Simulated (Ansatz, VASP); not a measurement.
Two plane-wave programs on ZrO2

```
CELL_PARAMETERS angstrom
3.60109 0.00000 0.00000
0.00000 3.60109 0.00000
0.00000 0.00000 5.22245
ATOMIC_POSITIONS crystal
Zr 0.00000 0.00000 0.00000
Zr 0.50000 0.50000 0.50000
O 0.00000 0.50000 0.19786
O 0.00000 0.50000 0.69786
O 0.50000 0.00000 0.30214
O 0.50000 0.00000 0.80214
```

Alike in both runs: functional PBE; dispersion D3(BJ); k mesh 6 × 6 × 4; occupations gaussian, width 0.02 eV; no spin polarisation.

Ansatz relaxed the structure, and its values are those at the end. VASP's run is a single point on that final structure, the one shown.

|  | VASP | Ansatz |
| --- | --- | --- |
| version | VASP 6.6.1 | Ansatz 0.2.0 |
| potentials or method | VASP PAW PBE potentials, release 64 (Zr_sv, O) | scalar-relativistic, plane waves, PAW |
| plane-wave cutoff (eV) | 520 | 420 |
| valence electrons in the cell | 48 | 48 |

|  | VASP | Ansatz | Ansatz less VASP |
| --- | --- | --- | --- |
| gap on the k mesh at the Fermi level (eV) | 4.07 | 4.07 | +0.008 |
| least direct gap on the mesh (eV) | 4.15 | 4.15 | +0.007 |
| pressure (GPa) | 0.3 | 0.0 | -0.35 |
| rms of the force components (eV/Å) | 0.009 | 0.000 | -0.0086 |

A k mesh can miss the band edges.
